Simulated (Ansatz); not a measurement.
Runs of Ansatz 0.2.0 on Rb. The structure is cubic, space group Im-3m (No. 229). Conventional cell: a = 5.605 Å, b = 5.605 Å, c = 5.605 Å, α = 90.00°, β = 90.00°, γ = 90.00°. 

```csv
task,level,cell,cutoff (eV),pressure (GPa),relaxed volume (Å³/atom)
band structure,BLYP,as given,52,0.2,-
band structure,RPBE,as given,52,(b),-
relaxation of cell and atoms,revPBE,relaxed,-,0.0,(a)
band structure,PBEsol,as given,52,-0.1,-
relaxation of cell and atoms,revPBE+D4,relaxed,-,0.0,93.73
band structure,PBE,as given,52,(c),-
band structure,revPBE,as given,52,0.3,-
relaxation of cell and atoms,revPBE+D3(BJ),relaxed,-,0.0,89.58
band structure,LDA,as given,52,-0.4,-
```

Alike in all rows: potentials or basis all-electron LAPW, scalar-relativistic; no spin polarisation; k mesh 7 × 7 × 7; smearing fermi-dirac 0.05 eV; basis error allowed 0.001 eV/atom.

Problem. Estimate the missing entries.

Solution. (a) 98.86; (b) 0.4; (c) 0.1.
